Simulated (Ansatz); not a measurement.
## Two inputs for MgF2 with hydrogen replacing F

This input was run with Ansatz:

```yaml
crystal:
  lattice:
    - [4.625, 4.625, 0.0]
    - [-4.625, 4.625, 0.0]
    - [0.0, 0.0, 9.156]
  atoms:
    - { symbol: Mg, position: [0.0, 0.0, 0.0] }
    - { symbol: Mg, position: [0.0, 0.0, 0.3333333333] }
    - { symbol: Mg, position: [0.0, 0.0, 0.6666666667] }
    - { symbol: Mg, position: [0.5, 0.5, 0.0] }
    - { symbol: Mg, position: [0.5, 0.5, 0.3333333333] }
    - { symbol: Mg, position: [0.5, 0.5, 0.6666666667] }
    - { symbol: Mg, position: [0.5, 0.0, 0.1666666667] }
    - { symbol: Mg, position: [0.5, 0.0, 0.5] }
    - { symbol: Mg, position: [0.5, 0.0, 0.8333333333] }
    - { symbol: Mg, position: [0.0, 0.5, 0.1666666667] }
    - { symbol: Mg, position: [0.0, 0.5, 0.5] }
    - { symbol: Mg, position: [0.0, 0.5, 0.8333333333] }
    - { symbol: H, position: [0.303, 0.0, 0.0] }
    - { symbol: F, position: [0.303, 0.0, 0.3333333333] }
    - { symbol: F, position: [0.303, 0.0, 0.6666666667] }
    - { symbol: F, position: [0.803, 0.5, 0.0] }
    - { symbol: F, position: [0.803, 0.5, 0.3333333333] }
    - { symbol: F, position: [0.803, 0.5, 0.6666666667] }
    - { symbol: F, position: [0.5, 0.303, 0.1666666667] }
    - { symbol: F, position: [0.5, 0.303, 0.5] }
    - { symbol: F, position: [0.5, 0.303, 0.8333333333] }
    - { symbol: F, position: [0.0, 0.803, 0.1666666667] }
    - { symbol: F, position: [0.0, 0.803, 0.5] }
    - { symbol: F, position: [0.0, 0.803, 0.8333333333] }
    - { symbol: F, position: [0.697, 0.0, 0.0] }
    - { symbol: F, position: [0.697, 0.0, 0.3333333333] }
    - { symbol: F, position: [0.697, 0.0, 0.6666666667] }
    - { symbol: F, position: [0.197, 0.5, 0.0] }
    - { symbol: F, position: [0.197, 0.5, 0.3333333333] }
    - { symbol: F, position: [0.197, 0.5, 0.6666666667] }
    - { symbol: F, position: [0.5, 0.697, 0.1666666667] }
    - { symbol: F, position: [0.5, 0.697, 0.5] }
    - { symbol: F, position: [0.5, 0.697, 0.8333333333] }
    - { symbol: F, position: [0.0, 0.197, 0.1666666667] }
    - { symbol: F, position: [0.0, 0.197, 0.5] }
    - { symbol: F, position: [0.0, 0.197, 0.8333333333] }
kpoints:
  mp_grid: { grid: [2, 2, 1] }
scf:
  occupations: { method: fermi_dirac, width: 0.01 }
hamiltonian:
  xc: pbe
  pseudopotentials: { kind: paw }
output:
  forces: true
  stress: true
  populations: true
  efg:
    quadrupole_moments_barn: { Mg: 0.1994, H: 0.00285783 }
    contact_densities: true
```

It converged. Of its output the block on the nuclei alone is shown, without the SCF iterations, energies, forces and stress (one atom of each set, the first 14 sets):

```
--- PAW observables at the nuclei: V_zz in 10²¹ V/m², potentials from the cell's mean, atoms counted from 1 ---
  atom   1  Mg V_zz =    -0.704988   η = 0.5573   by run symmetry: allowed   C_q = -3.3991 MHz
            electrostatic potential = -1100.320049 V   contact ρ = 7795.700190 e/Å³
  atom   2  Mg V_zz =    +0.747596   η = 0.2425   by run symmetry: allowed   C_q = +3.6045 MHz
            electrostatic potential = -1100.382446 V   contact ρ = 7795.434790 e/Å³
  atom   4  Mg V_zz =    +0.734615   η = 0.2318   by run symmetry: allowed   C_q = +3.5419 MHz
            electrostatic potential = -1100.387971 V   contact ρ = 7795.431726 e/Å³
  atom   5  Mg V_zz =    +0.741736   η = 0.2372   by run symmetry: allowed   C_q = +3.5763 MHz
            electrostatic potential = -1100.383068 V   contact ρ = 7795.438900 e/Å³
  atom   7  Mg V_zz =    +0.855735   η = 0.0006   by run symmetry: allowed   C_q = +4.1259 MHz
            electrostatic potential = -1100.372849 V   contact ρ = 7795.711086 e/Å³
  atom   8  Mg V_zz =    +0.730508   η = 0.2317   by run symmetry: allowed   C_q = +3.5221 MHz
            electrostatic potential = -1100.388094 V   contact ρ = 7795.447520 e/Å³
  atom  10  Mg V_zz =    +0.739627   η = 0.2645   by run symmetry: allowed   C_q = +3.5661 MHz
            electrostatic potential = -1100.381336 V   contact ρ = 7795.435147 e/Å³
  atom  11  Mg V_zz =    +0.743465   η = 0.2448   by run symmetry: allowed   C_q = +3.5846 MHz
            electrostatic potential = -1100.383983 V   contact ρ = 7795.433055 e/Å³
  atom  13  H  V_zz =    -0.472829   η = 0.6975   by run symmetry: allowed   C_q = -0.0327 MHz
            electrostatic potential = -42.694393 V   contact ρ = 2.997757 e/Å³
  atom  14  F  V_zz =    -4.953127   η = 0.3092   by run symmetry: allowed
            electrostatic potential = -736.033415 V   contact ρ = 3125.550165 e/Å³
  atom  16  F  V_zz =    -4.886036   η = 0.3506   by run symmetry: allowed
            electrostatic potential = -736.036134 V   contact ρ = 3125.476499 e/Å³
  atom  17  F  V_zz =    -4.881775   η = 0.3555   by run symmetry: allowed
            electrostatic potential = -736.035281 V   contact ρ = 3125.476360 e/Å³
  atom  19  F  V_zz =    -4.869702   η = 0.3585   by run symmetry: allowed
            electrostatic potential = -736.031515 V   contact ρ = 3125.550260 e/Å³
  atom  20  F  V_zz =    -4.882173   η = 0.3548   by run symmetry: allowed
            electrostatic potential = -736.038873 V   contact ρ = 3125.476490 e/Å³
```

Question: Can these gradients be trusted, and how do they compare with a run on standard settings?

Answer: They agree with the standard run. Against the standard input the change is `kpoints.mp_grid.grid`: [3, 3, 2] → [2, 2, 1]. A site carries the number of its first atom; V_zz in 10²¹ V/m².

```
site  atom  V_zz standard  η standard  V_zz here  η here
 Mg1     1          -0.69        0.55      -0.70    0.56
 Mg4     4           0.72        0.23       0.73    0.23
 Mg7     7           0.86        0.02       0.86    0.00
   H    13          -0.47        0.69      -0.47    0.70
 F14    14          -4.92        0.33      -4.95    0.31
 F16    16          -4.91        0.33      -4.89    0.35
 F17    17          -4.90        0.34      -4.88    0.36
 F19    19          -4.89        0.35      -4.87    0.36
 F25    25          -5.00        0.41      -4.98    0.43
 F26    26          -4.90        0.34      -4.88    0.35
 F28    28          -4.91        0.34      -4.89    0.36
 F29    29          -4.91        0.34      -4.89    0.36
```

The largest change of V_zz is on F14, from -4.92 to -4.95. In per cent, |V_zz| changes by 0 to +2 on Mg, 0 to +1 on F (all sites that start above 0.5). The table leaves out 8 of the 20 sites, with |V_zz| up to 4.91; their tensors move by 0.04 at most along any direction. The statements above cover all sites. SCF iterations: 8 and 8. In the changed run the k-mesh is coarser than the standard one, yet the gradients stay close to the reference.

On the reference run: The defect repeats with the cell of 36 atoms, so it feels its images: sites between two images don't show the values beside a lone defect, and zeros or small values of η there can come from the images' arrangement. F and Mg carry a gradient in the pure host already, so the values there aren't the defect's effect alone. The neighbours have not yet relaxed around the defect (largest force 0.28 eV/Å), so a real crystal will differ.
